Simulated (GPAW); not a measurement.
# HgTe (Coloradoite) (F-43m) in GPAW: single point with PBE

Aim: the single point of HgTe (Coloradoite) with PBE.

Program: GPAW 26.7.0. These are calculated values, not measurements. Logs are shortened: lines on timing, memory, paths and dates and some standing lists are left out, and cuts for length are marked. The log counts tension as positive stress, the text compression.

## (1) The structure

It takes space group F-43m (No. 216, cubic). Conventional cell: a = 6.429 Å, b = 6.429 Å, c = 6.429 Å, α = 90.00°, β = 90.00°, γ = 90.00°. Hg (site symmetry -43m) is surrounded by 4 Te at 2.78 Å. Te (site symmetry -43m) is surrounded by 4 Hg at 2.78 Å.

## (2) Single point, PBE

run.py

```python
from ase.dft.bandgap import bandgap
from ase.io import read, write
from ase.units import GPa
from gpaw import GPAW, PW

atoms = read('HgTe.xyz')

calc = GPAW(mode=PW(600),
            xc='PBE',
            kpts={'size': (7, 7, 7), 'gamma': True},
            occupations={'name': 'methfessel-paxton', 'order': 0, 'width': 0.014},
            nbands=18,
            convergence={'density': 1e-05, 'energy': 1e-05},
            maxiter=150,
            txt='gpaw.txt')
atoms.calc = calc
energy = atoms.get_potential_energy()
forces = atoms.get_forces()
stress = atoms.get_stress()
calc.write('gs.gpw')
write('result.traj', atoms)
print(f'Energy: {energy:.6f} eV')
print('Forces (eV/A):')
print(forces.round(4))
print('Stress (GPa):', (stress / GPa).round(3))
print('Fermi level:', round(calc.get_fermi_level(), 4), 'eV')
print(f'Gap: {bandgap(calc)[0]:.4f} eV, direct: {bandgap(calc, direct=True)[0]:.4f} eV')
```

HgTe.xyz

```xyz
2
Lattice="0.0000000000 3.2145000000 3.2145000000 3.2145000000 0.0000000000 3.2145000000 3.2145000000 3.2145000000 0.0000000000" Properties=species:S:1:pos:R:3 pbc="T T T"
Hg     0.0000000000      0.0000000000      0.0000000000
Te     4.8217500000      4.8217500000      4.8217500000
```

Potentials or basis: GPAW PAW data sets (gpaw-data 1.2.1), pw.

Started as:

```bash
$ OMP_NUM_THREADS=1 python run.py
```

gpaw.txt:

```text
__  _  _
 | _ |_)|_||  |
 |__||  | ||/\| - 26.7.0

Input parameters:
  mode=PW(ecut=600.0),
  convergence={'density': 1e-05, 'energy': 1e-05},
  kpts=MonkhorstPack(size=(7, 7, 7), gamma=True),
  maxiter=150,
  nbands=18,
  occupations=Occupations(name='methfessel-paxton', order=0, width=0.014),
  xc=XC(name='PBE')

Diagonalizing LCAO Hamiltonian
Converting LCAO to pw mode

                      Te

       Hg

Atoms  # Å, Bohr magnetons
|   | symbol |        x |        y |        z |    initial magnetic moments |
|---|--------|----------|----------|----------|-----------------------------|
| 0 |     Hg | 0.000000 | 0.000000 | 0.000000 | ( 0.0000,  0.0000,  0.0000) |
| 1 |     Te | 4.821750 | 4.821750 | 4.821750 | ( 0.0000,  0.0000,  0.0000) |

Unit cell  # Å
| periodic |        x |        y |        z |  lengths |    angles |
|----------|----------|----------|----------|----------|-----------|
|      yes | 0.000000 | 3.214500 | 3.214500 | 4.545989 | 60.000000 |
|      yes | 3.214500 | 0.000000 | 3.214500 | 4.545989 | 60.000000 |
|      yes | 3.214500 | 3.214500 | 0.000000 | 4.545989 | 60.000000 |

Number of symmetries: 24
Symmetry operations  # r_c * U_cc + t_c -> r_c
|    | kind |            matrix            |
|----|------|------------------------------|
|  0 |  E   |  1, 0, 0,  0, 1, 0,  0, 0, 1 |
|  1 |  σ   |  1, 0, 0,  0, 0, 1,  0, 1, 0 |
|  2 |  σ   |  1, 0,-1,  0, 1,-1,  0, 0,-1 |
|  3 |  C3  |  1, 0,-1,  0, 0,-1,  0, 1,-1 |
|  4 |  C3  |  1,-1, 0,  0,-1, 1,  0,-1, 0 |
|  5 |  σ   |  1,-1, 0,  0,-1, 0,  0,-1, 1 |
|  6 |  σ   |  0, 1, 0,  1, 0, 0,  0, 0, 1 |
|  7 |  C3  |  0, 1, 0,  0, 0, 1,  1, 0, 0 |
|  8 |  C2  |  0, 1,-1,  1, 0,-1,  0, 0,-1 |
|  9 |  S4  |  0, 1,-1,  0, 0,-1,  1, 0,-1 |
| 10 |  C3  |  0, 0, 1,  1, 0, 0,  0, 1, 0 |
| 11 |  σ   |  0, 0, 1,  0, 1, 0,  1, 0, 0 |
| 12 |  S4  |  0, 0,-1,  1, 0,-1,  0, 1,-1 |
| 13 |  C3  |  0, 0,-1,  0, 1,-1,  1, 0,-1 |
| 14 |  S4  |  0,-1, 1,  1,-1, 0,  0,-1, 0 |
| 15 |  C2  |  0,-1, 1,  0,-1, 0,  1,-1, 0 |
| 16 |  C3  |  0,-1, 0,  1,-1, 0,  0,-1, 1 |
| 17 |  S4  |  0,-1, 0,  0,-1, 1,  1,-1, 0 |
| 18 |  S4  | -1, 1, 0, -1, 0, 1, -1, 0, 0 |
| 19 |  C3  | -1, 1, 0, -1, 0, 0, -1, 0, 1 |
| 20 |  C3  | -1, 0, 1, -1, 1, 0, -1, 0, 0 |
| 21 |  S4  | -1, 0, 1, -1, 0, 0, -1, 1, 0 |
| 22 |  σ   | -1, 0, 0, -1, 1, 0, -1, 0, 1 |
| 23 |  C2  | -1, 0, 0, -1, 0, 1, -1, 1, 0 |

BZ-sampling:
  Number of BZ points: 343
  Number of IBZ points: 20

  Monkhorst-Pack size: [7, 7, 7]
  Monkhorst-Pack shift: [0, 0, 0]

K-points  # in reciprocal-cell coordinates
|     |                                coordinates |     weight |
|-----|--------------------------------------------|------------|
|   0 | (  0.00000000,   0.00000000,   0.00000000) | 0.00291545 |
|   1 | (  0.14285714,   0.14285714,   0.00000000) | 0.01749271 |
|   2 | (  0.14285714,   0.14285714,   0.14285714) | 0.02332362 |
|   3 | (  0.28571429,   0.14285714,   0.14285714) | 0.03498542 |
|   4 | (  0.28571429,   0.28571429,   0.00000000) | 0.01749271 |
|   5 | (  0.28571429,   0.28571429,   0.14285714) | 0.06997085 |
|   6 | (  0.28571429,   0.28571429,   0.28571429) | 0.02332362 |
|   7 | (  0.42857143,  -0.28571429,  -0.28571429) | 0.03498542 |
|   8 | (  0.42857143,   0.28571429,  -0.42857143) | 0.13994169 |
|   9 | (  0.42857143,   0.28571429,  -0.28571429) | 0.06997085 |
| ... |                                            |            |
|  19 | (  0.42857143,   0.42857143,   0.42857143) | 0.02332362 |

Plane wave coefficients: 2239
Cutoff: 600.0 eV

Spin-components: 1 (collinear spins)
Bands:           18
Projectors:      11
Spin-degeneracy: 2
Datatype:        complex128

Parallelization:
  kpt:    1
  domain: 1
  band:   1

Density:
  Valence electrons: 24.0
  Components: 1
  Grid points: [27 27 27]
  Charge: 0.0  # |e|

Potential:
  Grid points: [27 27 27]

species:
  Hg:
    name:    Mercury
    Z:       80.0
    valence: 18
    core:    62
    charge:  0.0  # [|e|]
    compensation charges:
      type: gauss
      rc: 0.41  # [Å]
      lmax: 2
    cutoffs:
      filter: 2.17  # [Å]
      core: 2.06  # [Å]
    projectors
    | kind |    occ | energy [eV] | rcut [Å] |
    |------|--------|-------------|----------|
    |   6s |  2.000 |      -6.783 |    1.307 |
    |   5p |  6.000 |     -66.572 |    1.291 |
    |   6p |  0.000 |      -1.056 |    1.291 |
    |   5d | 10.000 |      -9.891 |    1.302 |
    |    s |        |      20.429 |    1.307 |
    |    d |        |      17.320 |    1.302 |

    Using partial waves for Hg as LCAO basis

  Te:
    name:    Tellurium
    Z:       52.0
    valence: 6
    core:    46
    charge:  0.0  # [|e|]
    compensation charges:
      type: gauss
      rc: 0.36  # [Å]
      lmax: 2
    cutoffs:
      filter: 2.09  # [Å]
      core: 3.17  # [Å]
    projectors
    | kind |    occ | energy [eV] | rcut [Å] |
    |------|--------|-------------|----------|
    |   5s |  2.000 |     -15.089 |    1.180 |
    |   5p |  4.000 |      -5.955 |    1.196 |
    |    s |        |      12.123 |    1.180 |
    |    p |        |      21.256 |    1.196 |
    |    d |        |       0.000 |    1.238 |

    Using partial waves for Te as LCAO basis

Reference energy: -717946.462161  # eV

eigensolver:
  PPCG
  Converge bands: occupied
  niter=2

density mixing:
  MSR1-Mixer
  Pratt-step length: 0.05
  Maximum mixing coefficient: 0.75
  Old densities: 10
  SVD Regularization: 0.005
  Good broyden scale: 1.0
  Trust region scale: 1.0
  Backstep threshold: 4.0
  History deletion threshold: 6.0
  Fourier metric: weight=20.0, sigma=0.015

occupation numbers:
  Methfessel-Paxton:
    width: 0.0140  # eV
    order: 0

poisson solver:
  ecut: 4800.0  # eV

xc functional:
  name: PBE with 2 nearest neighbor stencil

convergence criteria:
[... 6 lines left out ...]
|iter     | |      energy | eigst |  dens |
|---------|-|-------------|-------|-------|
|iter:   1| |   -4.547723 | -0.08 |       |
|iter:   2| |   -4.508887 | -2.04 | -1.43 |
|iter:   3| |   -4.406589 | -1.97 | -1.48 |
|iter:   4| |   -4.419280 | -2.67 | -1.88 |
|iter:   5| |   -4.426045 | -3.01 | -2.22 |
|iter:   6| |   -4.426348 | -4.43 | -3.29 |
|iter:   7| |   -4.426397 | -5.03 | -3.69 |
|iter:   8| |   -4.426397c| -6.65 | -4.29 |
|iter:   9| |   -4.426398c| -7.21 | -4.96 |
|iter:  10| |   -4.426398c| -7.79c| -5.49c|

Converged in 10 steps
Energy contributions relative to reference atoms: (reference = -717946.462161)

Energy contributions:
  Kinetic:          33.161869
  Coulomb:         -27.730014
  Zero:             -2.009851
  External:          0.000000
  Xc:               -7.848371
  Entropy:          -0.000063
  Spinorbit:         0.000000
  ----------------------------
  Free energy:      -4.426429
  Extrapolated:     -4.426398

dipole moment: (-17.495049, -17.495049, -17.495049)  # |e|*Ang

Fermi level: 4.701
Eigenvalues  # (at kpt = [0.000, 0.000, 0.000])
| band index |      eig [eV] | occ [0-2] |
|------------|---------------|-----------|
|          0 |       -58.854 |     2.000 |
|        ... |               |           |
|          5 |        -2.858 |     2.000 |
|          6 |        -2.858 |     2.000 |
|          7 |        -2.331 |     2.000 |
|          8 |        -2.331 |     2.000 |
|          9 |         4.142 |     2.000 |
|         10 |         4.697 |     1.333 |
|         11 |         4.697 |     1.333 |
|         12 |         4.697 |     1.333 |
|         13 |         8.931 |     0.000 |
|         14 |         8.931 |     0.000 |
|         15 |         8.931 |     0.000 |
|         16 |        11.254 |     0.000 |
|         17 |        14.444 |     0.000 |

No gap
No difference between direct/indirect transitions

Forces  # eV/Ang
|        x |        y |        z |
|----------|----------|----------|
| -0.00000 | -0.00000 | -0.00000 |  # Hg   0
| -0.00000 |  0.00000 | -0.00000 |  # Te   1

Stress tensor  # eV/Ang^3
|         x |         y |         z |
|-----------|-----------|-----------|
| -0.028175 | -0.000000 |  0.000000 |
| -0.000000 | -0.028175 |  0.000000 |
|  0.000000 |  0.000000 | -0.028175 |

# Writing to gs.gpw (mode='')
```

It took 20 s on 1 thread of Arm Neoverse V1, shared host; peak memory 0.17 GiB.

Results:

| Quantity | Value |
| --- | --- |
| Free energy | -4.4264 eV |
| Pressure | 4.5 GPa |
| Band gap on the k mesh | none (metal or under the smearing width) |
